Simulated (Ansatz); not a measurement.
Crystal: TiC.

```
Ti C
1.0
     0.00000    2.16572    2.16572
     2.16572    0.00000    2.16572
     2.16572    2.16572    0.00000
Ti C
1 1
Direct
  0.00000 0.00000 0.00000
  0.50000 0.50000 0.50000
```

The cell is a database's computed one.

Base run:

| Item | Value |
| --- | --- |
| Program | Ansatz 0.2.0 |
| Functional | revPBE |
| Potentials or basis | all-electron LAPW, scalar-relativistic |
| Cutoff | 313 eV (chosen from the basis error) |
| Basis error allowed | 0.001 eV/atom |
| k mesh | 11 × 11 × 11 |
| Occupations | fermi-dirac, width 0.05 eV |
| Spin | no spin polarisation |

Its results: pressure 3.6 GPa.

**Question.** The run is repeated on the same cell with these changes: functional from revPBE to PBEsol; occupations from fermi-dirac, width 0.05 eV to gaussian, width 0.02 eV. What comes out?

**Answer.** Pressure -6.7 GPa.
